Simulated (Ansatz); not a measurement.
## TaN: how the axes shrink under pressure

TaN, P-6m2, a = 2.924 Å, c = 2.871 Å. This isn't the usual stable structure of the compound. Ansatz: PBEsol, PAW, 420 eV, Γ-centred 18×18×14 mesh on 2 atoms, Gaussian smearing 0.10 eV; no spin polarisation. Cell and atoms are relaxed at each pressure, and no other structure is tried, so the rows at high pressure may lie past a change of phase. y = 100 ln(c/c0) with c0 = 2.8707 Å, so nearly a change in per cent. The pressures are the targets, met within 0.07 GPa.

| P (GPa) | y | 100 ln(a/a0) |
| --- | --- | --- |
| -2.0 | 0.17 | 0.20 |
| 0.0 | 0.00 | 0.00 |
| 2.0 | ? | ? |
| 5.0 | -0.39 | -0.48 |
| 10.0 | -0.76 | -0.93 |
| 20.0 | -1.44 | -1.76 |
| 40.0 | -2.63 | -3.23 |

Problem. Fit y = c1 P + c2 P² to the other rows, give the linear compressibility along c, and predict the missing y.

Solution. Least squares on the rows shown. y = −0.07894 P + 0.0003306 P². The linear compressibility along c is −c1/100 = 0.79 per TPa, against 0.96 along a from the same fit to the last column (its missing entry is -0.20): the crystal is softer along a at low pressure. At P = 2.0 the fit asked for gives -0.16. The run gave -0.16, the same to the digits shown.

Spin–orbit coupling is left out, which can shift energies with elements as heavy as these.